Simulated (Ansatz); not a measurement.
# A vibration from a frozen displacement in SnSe

These are results of DFT LDA, scalar-relativistic, plane waves, PAW (Ansatz 0.2.0), not measurements. Settings: plane waves to 420 eV, k-mesh 8×8×8 (Γ-centred), Gaussian smearing 0.05 eV. No spin polarisation. Energies are free energies at this smearing, counted from the undisturbed cell; pressure is positive in compression.

Reference structure (relaxed at this level; this rock-salt form isn't the usual structure):

```yaml
crystal:
  lattice:
    - [0.00000, 2.94665, 2.94665]
    - [2.94665, 0.00000, 2.94665]
    - [2.94665, 2.94665, 0.00000]
  atoms:
    - { symbol: Sn, position: [0.00000, 0.00000, 0.00000] }
    - { symbol: Se, position: [0.50000, 0.50000, 0.50000] }
```

Every Sn atom is moved by x along the Cartesian unit vector (0.000, -0.707, -0.707); the cell and all other atoms stay fixed. The cell's volume is 51.17 Å³; the moved atoms weigh 118.710 u together and the others 78.971 u. Some rows repeat others by symmetry and weren't run.

```csv
x (Å),ΔE (meV/cell),total force on the moved atoms along the move (eV/Å),pressure (GPa)
-0.1000,2.29,0.0530,0.1590
-0.0875,1.69,0.0434,0.1184
-0.0750,1.20,0.0351,0.0831
-0.0625,0.81,0.0276,0.0533
-0.0500,0.50,0.0211,0.0289
-0.0375,0.28,0.0151,0.0099
-0.0250,0.12,0.0098,-0.0036
-0.0125,0.03,0.0048,-0.0118
0.0000,0.00,0.0000,-0.0145
0.0125,0.03,-0.0048,-0.0118
0.0250,0.12,-0.0098,-0.0036
0.0375,0.28,-0.0151,0.0099
0.0500,0.50,-0.0211,0.0289
0.0625,0.81,-0.0276,0.0533
0.0750,1.20,-0.0351,0.0831
0.0875,1.69,-0.0434,0.1184
0.1000,2.29,-0.0530,0.1590
```

What frequency belongs to this motion?

The force constant is k = −dF/dx = 0.385 eV/Å², from the parabola through x = -0.0125, 0 and 0.0125. In every cell the moved atoms swing against the rest, so the mass is μ = m₁m₂/(m₁ + m₂) = 47.423 u, and ν̃ = 521.5 cm⁻¹ × √(|k|/μ) = 47 cm⁻¹. To first order in x, and within 1 %, the force on every atom lies along the move and, within each of the two groups, in proportion to the atom's mass, so this is itself a mode at the zone centre of this cell, taken without macroscopic field (the transverse frequency in a polar insulator).

How far does the harmonic law reach?

At x = -0.100 Å, kx²/2 = 1.92 meV against the computed 2.29 meV (+19.1 %): the well stiffens in this direction at large amplitude.